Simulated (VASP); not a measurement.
# BeTe in VASP 6.6.1, single-point calculation

INCAR

```
EDIFF = 1E-6
LCHARG = .FALSE.
GGA = PE
ISIF = 2
ENCUT = 520
NELM = 68
ISMEAR = -1
LREAL = .FALSE.
LWAVE = .FALSE.
SIGMA = 0.02
PREC = Accurate
NBANDS = 11
LASPH = .TRUE.
IBRION = -1
NSW = 0
```

KPOINTS

```
KPOINTS created by Atomic Simulation Environment
0
Gamma
8 8 8
0 0 0
```

POSCAR

```
Be Te
 1.0000000000000000
     0.0000000000000000    2.8003373892000001    2.8497558482000001
     2.8003373892000001    0.0000000000000000    2.8497558482000001
     2.8003373892000001    2.8003373892000001    0.0000000000000000
 Be  Te
   1   1
Cartesian
  0.0000000000000000  0.0000000000000000  0.0000000000000000
  1.4001686946000000  1.4001686946000000  1.4248779241000000
```

The recommended PBE PAW datasets give the neutral cell 8 valence electrons.

Command

```
mpirun -np 1 vasp_std
```

Q: Predict the outcome of this run.

A: It converged. Results: gap between bands v and c on the k mesh 1.90 eV; least direct gap on the k mesh 3.57 eV; pressure 1.1 GPa. Band v is the last that the valence electrons fill when counted band by band, and c is the next.

OSZICAR

```
N       E                     dE             d eps       ncg     rms          rms(c)
DAV:   1     0.194120149958E+02    0.19412E+02   -0.32983E+03  1298   0.584E+02
DAV:   2    -0.661234256112E+01   -0.26024E+02   -0.24906E+02  1702   0.925E+01
DAV:   3    -0.773996309728E+01   -0.11276E+01   -0.11257E+01  1713   0.202E+01
DAV:   4    -0.775224460030E+01   -0.12282E-01   -0.12279E-01  1546   0.241E+00
DAV:   5    -0.775250323747E+01   -0.25864E-03   -0.25863E-03  1639   0.341E-01    0.413E+00
DAV:   6    -0.764969621059E+01    0.10281E+00   -0.12166E-01  1499   0.141E+00    0.247E+00
DAV:   7    -0.761896249718E+01    0.30734E-01   -0.10159E-01  1542   0.140E+00    0.480E-01
DAV:   8    -0.761962580682E+01   -0.66331E-03   -0.62211E-03  1463   0.454E-01    0.789E-02
DAV:   9    -0.761987359368E+01   -0.24779E-03   -0.32749E-04  1570   0.107E-01    0.311E-02
DAV:  10    -0.761993775452E+01   -0.64161E-04   -0.80508E-05  1422   0.464E-02    0.158E-02
DAV:  11    -0.761993959595E+01   -0.18414E-05   -0.23364E-06  1713   0.899E-03    0.114E-02
DAV:  12    -0.761994197168E+01   -0.23757E-05   -0.51652E-06  1394   0.131E-02    0.776E-03
DAV:  13    -0.761994205343E+01   -0.81744E-07   -0.36063E-08  1019   0.144E-03
   1 F= -.76199421E+01 E0= -.76199421E+01  d E =-.542605E-12
```

For comparison, a separate PBE run of the intended cell, on usual settings and not on those above, gives a gap of 1.90 eV on its mesh and a pressure of 1.1 GPa.
